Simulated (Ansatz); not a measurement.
**Coordination and ²H quadrupole coupling in MgH2**

Cell: a Materials Project structure (computed, not necessarily an observed phase), taken as it stands.

Space group Pbca (No. 61); a = 4.7219, b = 9.3058, c = 4.8703 Å.

```
site  Wyckoff  site symmetry       x       y       z
  Mg       8c              1  0.2748  0.1178  0.0286
  H9       8c              1  0.5114  0.4748  0.2422
 H13       8c              1  0.3363  0.7038  0.3777
```

One atom of each set is listed.

All values are calculated (Ansatz; DFT, r2SCAN, plane waves and PAW, scalar-relativistic, 500 eV cutoff, Γ-centred 6×3×6 k-points, Fermi–Dirac smearing 0.02 eV), not measured.

Q(²H) = 2.858 mb.

Problem. Rank these H sites by |C_Q|, smallest first.
A. H13: 3 Mg at 1.89–2.05 Å; also 4 Mg at 3.03–3.31 Å
B. H9: 4 Mg at 1.98–2.16 Å

Solution. B (0.014 MHz, η = 0.73), A (0.033 MHz, η = 0.86).

Like point charges on the first shell alone (each adding as 1/d³) would give the same order.
